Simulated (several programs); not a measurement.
**Many methods on one cell: SiC (P6_3mc)**

SiC (P6_3mc) from a database structure, relaxed with r2SCAN in Ansatz, was computed with several methods. Space group P6_3mc (No. 186), hexagonal; a = 3.075 Å, c = 5.048 Å in the conventional setting, 10.34 Å³ an atom. Si is surrounded by 4 C at 1.88–1.90 Å; C is surrounded by 4 Si at 1.88–1.90 Å. The values are computed, spin-unpolarised, and not measurements.

```
CELL_PARAMETERS angstrom
3.07536 0.00000 0.00000
-1.53768 2.66334 0.00000
0.00000 0.00000 5.04811
ATOMIC_POSITIONS crystal
Si 0.33333 0.66667 0.49959
Si 0.66667 0.33333 0.99959
C 0.33333 0.66667 0.87541
C 0.66667 0.33333 0.37541
```

Gaps and times are for a single point on this cell; volume and bulk modulus come from each method's own relaxation or energy curve at fixed shape, which is too stiff where a cell has free coordinates or axes. Times are rough, from shared hosts (AMD EPYC 7R13 Processor; Arm Neoverse V1; Intel Xeon 6975P-C), and each method has its own mesh and cell size. A double dagger marks a value from a curve with shape and coordinates held. A star marks a curve whose lowest point is an end point. PM6 (MOPAC), PM7 (MOPAC), GFN1-xTB (tblite), GFN2-xTB (tblite) treat a cluster of cells at its zone centre, which samples few k points: where these miss a band edge, the gap comes out too large for that reason alone. Gaps from k meshes are read at a limited set of points (mesh, symmetry points, PBE's band edges), so each method's own least gap may be somewhat smaller. Force fields have no electrons; where one was fitted to this phase, its volume and modulus reflect the fit. xTB and the PM methods were fitted mostly to molecules, and can miss a solid's gap by electronvolts. Minimal bases can be far off for gaps. Times of the plane-wave ladder aren't listed, since it ran on unlike processors and cards. GLLB-SC's gap includes the derivative discontinuity. G0W0 is at finite bands, cutoff and mesh. d marks a direct gap, i an indirect one (no mark: not told apart), a dash a value that wasn't computed or didn't pass its checks.

```json
{"method": "PBEsol", "kind": "semilocal", "gap (eV)": "–", "own volume (Å³/atom)": "10.34", "bulk modulus (GPa)": "–", "atoms computed": "4", "processor time": "–"}
{"method": "SiC_Erhart-Albe.tersoff (LAMMPS)", "kind": "force field", "gap (eV)": "–", "own volume (Å³/atom)": "10.36", "bulk modulus (GPa)": "224‡", "atoms computed": "4", "processor time": "0.12 s"}
{"method": "SiC.vashishta (LAMMPS)", "kind": "force field", "gap (eV)": "–", "own volume (Å³/atom)": "10.17", "bulk modulus (GPa)": "234‡", "atoms computed": "4", "processor time": "0.12 s"}
{"method": "SiCGe.tersoff (LAMMPS)", "kind": "force field", "gap (eV)": "–", "own volume (Å³/atom)": "10.09", "bulk modulus (GPa)": "–", "atoms computed": "4", "processor time": "0.12 s"}
{"method": "non-self-consistent DFTB (CP2K)", "kind": "tight binding", "gap (eV)": "7.45 d", "own volume (Å³/atom)": "–", "bulk modulus (GPa)": "–", "atoms computed": "4", "processor time": "0.57 s"}
{"method": "light PBE (260 eV and a coarse mesh)", "kind": "light plane-wave", "gap (eV)": "2.24 i", "own volume (Å³/atom)": "–", "bulk modulus (GPa)": "–", "atoms computed": "4", "processor time": "0.9 s"}
{"method": "LDA", "kind": "semilocal", "gap (eV)": "2.16 i", "own volume (Å³/atom)": "10.14", "bulk modulus (GPa)": "–", "atoms computed": "4", "processor time": "–"}
{"method": "PBE", "kind": "semilocal", "gap (eV)": "2.28 i", "own volume (Å³/atom)": "10.50", "bulk modulus (GPa)": "213‡", "atoms computed": "4", "processor time": "–"}
{"method": "PBE/SZV (CP2K)", "kind": "small basis", "gap (eV)": "6.20 i", "own volume (Å³/atom)": "11.28*‡", "bulk modulus (GPa)": "199*‡", "atoms computed": "4", "processor time": "8.3 s"}
{"method": "GFN1-xTB (tblite)", "kind": "tight binding", "gap (eV)": "3.39", "own volume (Å³/atom)": "11.33*‡", "bulk modulus (GPa)": "202*‡", "atoms computed": "cluster", "processor time": "8.6 s"}
{"method": "r2SCAN", "kind": "semilocal", "gap (eV)": "2.65 i", "own volume (Å³/atom)": "10.34", "bulk modulus (GPa)": "228‡", "atoms computed": "4", "processor time": "–"}
{"method": "GLLB-SC (GPAW)", "kind": "model potential", "gap (eV)": "3.82", "own volume (Å³/atom)": "–", "bulk modulus (GPa)": "–", "atoms computed": "4", "processor time": "14 s"}
{"method": "PBE/single zeta (GPAW)", "kind": "small basis", "gap (eV)": "4.48 i", "own volume (Å³/atom)": "–", "bulk modulus (GPa)": "–", "atoms computed": "4", "processor time": "16 s"}
{"method": "GFN2-xTB (tblite)", "kind": "tight binding", "gap (eV)": "3.00", "own volume (Å³/atom)": "10.46‡", "bulk modulus (GPa)": "233‡", "atoms computed": "cluster", "processor time": "18 s"}
{"method": "PBE/DZVP (CP2K)", "kind": "small basis", "gap (eV)": "2.33 i", "own volume (Å³/atom)": "10.46‡", "bulk modulus (GPa)": "214‡", "atoms computed": "4", "processor time": "23 s"}
{"method": "PM7 (MOPAC)", "kind": "semi-empirical", "gap (eV)": "7.61", "own volume (Å³/atom)": "11.18‡", "bulk modulus (GPa)": "345‡", "atoms computed": "cluster", "processor time": "26 s"}
{"method": "LC-ωPBE", "kind": "hybrid", "gap (eV)": "7.94 i", "own volume (Å³/atom)": "–", "bulk modulus (GPa)": "–", "atoms computed": "4", "processor time": "–"}
{"method": "G0W0@HSE06 (220 eV screening cutoff)", "kind": "many-body", "gap (eV)": "3.57", "own volume (Å³/atom)": "–", "bulk modulus (GPa)": "–", "atoms computed": "4", "processor time": "–"}
{"method": "G0W0@PBE0 (220 eV screening cutoff)", "kind": "many-body", "gap (eV)": "3.73", "own volume (Å³/atom)": "–", "bulk modulus (GPa)": "–", "atoms computed": "4", "processor time": "–"}
{"method": "G0W0@r2SCAN (220 eV screening cutoff)", "kind": "many-body", "gap (eV)": "3.35", "own volume (Å³/atom)": "–", "bulk modulus (GPa)": "–", "atoms computed": "4", "processor time": "–"}
{"method": "G0W0@PBE (300 eV screening cutoff)", "kind": "many-body", "gap (eV)": "3.23", "own volume (Å³/atom)": "–", "bulk modulus (GPa)": "–", "atoms computed": "4", "processor time": "–"}
{"method": "PM6 (MOPAC)", "kind": "semi-empirical", "gap (eV)": "11.48", "own volume (Å³/atom)": "–", "bulk modulus (GPa)": "–", "atoms computed": "cluster", "processor time": "59 s"}
{"method": "G0W0@LDA (140 eV screening cutoff)", "kind": "many-body", "gap (eV)": "3.04", "own volume (Å³/atom)": "–", "bulk modulus (GPa)": "–", "atoms computed": "4", "processor time": "–"}
{"method": "HSE06", "kind": "hybrid", "gap (eV)": "3.16 i", "own volume (Å³/atom)": "10.28", "bulk modulus (GPa)": "–", "atoms computed": "4", "processor time": "–"}
{"method": "PBE0", "kind": "hybrid", "gap (eV)": "3.88 i", "own volume (Å³/atom)": "–", "bulk modulus (GPa)": "–", "atoms computed": "4", "processor time": "–"}
{"method": "r2SCAN0", "kind": "hybrid", "gap (eV)": "4.11 i", "own volume (Å³/atom)": "–", "bulk modulus (GPa)": "–", "atoms computed": "4", "processor time": "–"}
{"method": "DDH-PBE0", "kind": "hybrid", "gap (eV)": "3.18 i", "own volume (Å³/atom)": "–", "bulk modulus (GPa)": "–", "atoms computed": "4", "processor time": "–"}
```

Against HSE06 (3.16 eV) and with closed or daggered gaps left aside, the nearest gap at the points sampled is that of DDH-PBE0 (+0.02 eV) and the farthest that of PM6 (MOPAC) (+8.32 eV). HSE06 is only a yardstick of convenience, and nearness to it can be luck.

Volumes against r2SCAN's: PBEsol 0.0 %, SiC_Erhart-Albe.tersoff (LAMMPS) +0.2 %, SiC.vashishta (LAMMPS) -1.6 %, SiCGe.tersoff (LAMMPS) -2.4 %, LDA -1.9 %, PBE +1.6 %, HSE06 -0.5 %.
